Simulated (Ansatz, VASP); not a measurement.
Zn, level by level in two programs

```
Zn
1.0
     2.72237    0.00000    0.00000
    -1.36118    2.35764    0.00000
     0.00000    0.00000    5.06340
Zn
2
Cartesian
  1.3612 0.7859 3.7975
  0.0000 1.5718 1.2658
```

Single points on this cell with VASP 6.6.1 and Ansatz 0.2.0. Each row is one pair of runs. Alike in all rows: spin: off; k mesh: 11 × 11 × 6; smearing: fermi-dirac, width 0.05 eV.

| level | VASP's potentials, cutoff | Ansatz's potentials, cutoff | gap on the k mesh at the Fermi level (eV), VASP | gap on the k mesh at the Fermi level (eV), Ansatz | pressure (GPa), VASP | pressure (GPa), Ansatz | largest component of the traceless stress (GPa), VASP | largest component of the traceless stress (GPa), Ansatz |
| --- | --- | --- | --- | --- | --- | --- | --- | --- |
| LDA | VASP PAW LDA potentials, release 64 (Zn), 520 eV | Ansatz PAW, 420 eV | none | none | -11.2 | -11.6 | 1.78 | 1.93 |
| PBE | VASP PAW PBE potentials, release 64 (Zn), 520 eV | Ansatz PAW, 420 eV | none | none | -3.8 | -4.2 | 0.37 | 0.48 |
| r2SCAN | VASP PAW PBE potentials, release 64 (Zn), 520 eV | Ansatz PAW, 500 eV | none | none | -7.7 | -8.0 | 1.30 | 1.26 |

Pressure (GPa): the two programs differ by at most 0.41; largest component of the traceless stress (GPa): the two programs differ by at most 0.145.

A gap of «none» marks a metal or a gap that the smearing closes.

Caveats: the PAW data sets were made with another functional, which shifts forces and pressure a little (VASP); the PAW data sets come from PBE, with cores solved anew for the run's functional, which leaves a small shift of forces and pressure (Ansatz).
